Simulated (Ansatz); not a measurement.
# ZnF2 (rutile): the cost of one run

Program: Ansatz 0.2.0. Level of theory: DFT PBEsol, scalar-relativistic, plane waves, PAW. These are calculated values, not measurements.

**1. Starting point**

Symmetry: P4_2/mnm, No. 136, tetragonal system. The conventional cell has a = 4.704 Å, b = 4.704 Å, c = 3.134 Å, α = 90.00°, β = 90.00°, γ = 90.00°. Zn (site symmetry mmm) is surrounded by 6 F at 2.02 to 2.04 Å. F (site symmetry m2m) is surrounded by 3 Zn at 2.02 to 2.04 Å.

Structure file:

```
Zn F
1.0
     4.70400    0.00000    0.00000
     0.00000    4.70400    0.00000
     0.00000    0.00000    3.13400
Zn F
2 4
Direct
  0.00000 0.00000 0.00000
  0.50000 0.50000 0.50000
  0.30300 0.30300 0.00000
  0.69700 0.69700 0.00000
  0.19700 0.80300 0.50000
  0.80300 0.19700 0.50000
```

**2. Relaxing cell and atoms: ZnF2 (rutile), no spin, 6 GPa**

Input file input.yaml:

```yaml
crystal:
  lattice:
    - [4.704, 0.0, 0.0]
    - [0.0, 4.704, 0.0]
    - [0.0, 0.0, 3.134]
  atoms:
    - { symbol: Zn, position: [0.0, 0.0, 0.0] }
    - { symbol: Zn, position: [0.5, 0.5, 0.5] }
    - { symbol: F, position: [0.303, 0.303, 0.0] }
    - { symbol: F, position: [0.697, 0.697, 0.0] }
    - { symbol: F, position: [0.197, 0.803, 0.5] }
    - { symbol: F, position: [0.803, 0.197, 0.5] }
scf:
  occupations: { method: fixed }
output:
  forces: true
  stress: true
  eigenvalues: true
  write_density: true
  write_potential: true
  elf: true
  volumetric_format: npy
hamiltonian:
  xc: pbesol
basis:
  ecutwfc: 560
kpoints:
  mp_grid: { grid: [6, 6, 9] }
relax:
  f_tol: 0.001
  max_steps: 60
  cell: { stress_tol: 0.01, p_target: 6 }
```

On the command line:

```bash
> ansatz run input.yaml --threads 2 --pin off --max-ram 6144MiB --backend cpu --events-out ev --progress --plain --runs-dir out
```

What time and memory should one allow on 2 threads of AMD EPYC 9R45 (Zen 5), shared host?

About 12 s, with a peak of 0.53 GiB.
